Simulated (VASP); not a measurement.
# C: relaxation with set parts of the cell free, by free to move

C, P1 (no. 1), 4 atoms in the cell. PBE, constrained relaxation; PAW potentials C (PBE set).

| Free to move | Volume (Å³/atom) | Pressure in a fresh run at the final cell (GPa) | Pressure printed at the end of the relaxation (GPa) | Ionic steps, all stages | Electronic steps, all stages | Time (s) |
|---|---|---|---|---|---|---|
| atoms | 5.764 | -3.30 | -3.30 | 11 | 72 | 88 |
| atoms and shape at fixed volume | 5.764 | -3.70 | -3.70 | 15 | 87 | 100 |
| atoms and volume | 5.719 | 0.03 | 0.03 | 13 | 77 | 85 |
| atoms and the z components of the lattice | 5.830 | -8.25 | -8.25 | 14 | 80 | 90 |
| atoms and the x and y components of the lattice | 5.650 | 5.19 | 5.19 | 14 | 82 | 94 |
| atoms and the y and z components of the lattice | 5.753 | -2.83 | -2.83 | 13 | 81 | 92 |

Limits: the start was distorted on purpose (random strain, atoms moved at random), so the space group given is the start's and not the crystal's.

## Input of the first row

INCAR.step1:
```
SYSTEM = C
  PREC = Accurate
  ENCUT = 550
  EDIFF = 1E-6
  ISMEAR = 1
  SIGMA = 0.1
  LREAL = .FALSE.
  LASPH = .TRUE.
  NELM = 100
  ALGO = Normal
  LWAVE = .FALSE.
  LCHARG = .FALSE.
  IBRION = 2
  NSW = 60
  ISIF = 2
  EDIFFG = -0.01
  POTIM = 0.5
  KPAR = 8
```

INCAR.step3, as INCAR.step1 but for:
```
- IBRION = 2
- NSW = 60
- EDIFFG = -0.01
- POTIM = 0.5
+ NSW = 0
```

KPOINTS:
```
k-points
0
Gamma
  11 11 6
```

POSCAR.step1:
```
C
1.0
    2.5308160000     -0.0060720000     -0.0026040000
   -1.2706670000      2.2070140000      0.0125230000
   -0.0042530000      0.0211590000      4.1336150000
C
4
Direct
    0.6810020000      0.3383550000      0.9364730000
    0.3183600000      0.6734590000      0.4377730000
    0.6622970000      0.3332700000      0.5618560000
    0.3383400000      0.6549150000      0.0638980000
```

POSCAR.step3:
```
C
1.0
    2.5308160000     -0.0060720000     -0.0026040000
   -1.2706670000      2.2070140000      0.0125230000
   -0.0042530000      0.0211590000      4.1336150000
C
4
Direct
    0.6666065608      0.3334281788      0.9373907910
    0.3335369939      0.6669597813      0.4373954808
    0.6664643456      0.3330431574      0.5626176294
    0.3333910997      0.6665678825      0.0625960988
```

Commands (each step's output is kept before the next begins):
```
cat potpaw_PBE.64/C/POTCAR > POTCAR
cp INCAR.step1 INCAR
cp POSCAR.step1 POSCAR
mpirun -np 8 vasp_std > vasp.out
cp CONTCAR POSCAR
mpirun -np 8 vasp_std > vasp.out
cp CONTCAR POSCAR
cp INCAR.step3 INCAR
cp POSCAR.step3 POSCAR
mpirun -np 8 vasp_std > vasp.out
```

Changes of the last row against the first:
```
- ISIF = 2
+ ISIF = 3
+ LATTICE_CONSTRAINTS = .FALSE. .TRUE. .TRUE.
```

VASP 6.6.1 took 88 s on 8 cores (Intel Xeon Platinum 8488C (Sapphire Rapids)), a shared host.
